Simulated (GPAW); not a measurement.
The system is TaS2.

```
Ta S
1.0
     3.35000    0.00000    0.00000
    -1.67500    2.90119    0.00000
     0.00000    0.00000    5.86000
Ta S
1 2
Direct
  0.00000 0.00000 0.00000
  0.66667 0.33333 0.75000
  0.33333 0.66667 0.25000
```

```yaml
Program: GPAW 26.7.0
Task: relaxation of cell and atoms
Functional: RPBE
Dispersion: D3(BJ)
Potentials_or_basis: the program's PAW data sets (release 1.2.1) made for this functional
Cutoff: 600 eV
Basis: pw
k_mesh: 9 × 9 × 5
Occupations: fermi-dirac, width 0.05 eV
Spin: no spin polarisation
```

At the start: pressure -6.0 GPa; volume 18.98 Å³/atom.

Task: Where does the relaxation end?

Result: Over 11 steps the energy falls by 205.9 meV/atom and the volume is 14.94 Å³/atom (-21.3 %); space group P-3m1 (No. 164, to 0.05 Å).

Step by step:
| step | energy change (eV) | largest force (eV/Å) | pressure (GPa) | volume (Å³) |
| --- | --- | --- | --- | --- |
| 1 | 0.0000 | 0.9666 | -6.00 | 56.95 |
| 2 | -0.0662 | 0.8630 | -6.07 | 56.38 |
| 3 | -0.4164 | 0.3283 | -5.00 | 49.78 |
| 4 | -0.4365 | 0.0160 | -3.50 | 49.78 |
| 5 | -0.4605 | 0.4385 | -0.04 | 48.83 |
| 6 | -0.4788 | 0.6631 | 2.07 | 47.90 |
| 7 | -0.5273 | 1.0164 | 6.58 | 45.47 |
| 8 | -0.5672 | 0.9039 | 8.02 | 43.91 |
| 9 | -0.6064 | 0.4215 | 3.96 | 44.17 |
| 10 | -0.6176 | 0.0316 | -0.04 | 44.92 |
| 11 | -0.6176 | 0.0004 | 0.00 | 44.81 |

Final structure:
```yaml
crystal:
  lattice:
    - [3.12589, 0.00000, 0.00000]
    - [-1.56294, 2.70710, 0.00000]
    - [0.00000, 0.00000, 5.29509]
  atoms:
    - { symbol: Ta, position: [0.00000, 0.00000, 0.00000] }
    - { symbol: S, position: [0.66667, 0.33333, 0.69788] }
    - { symbol: S, position: [0.33333, 0.66667, 0.30212] }
```

Caveat: later steps reuse the first step's grids; the volume moved by over 15 % at a fixed basis, so the end points are rough; the volume moved by -21 % from the deposited cell, more than functionals usually miss.
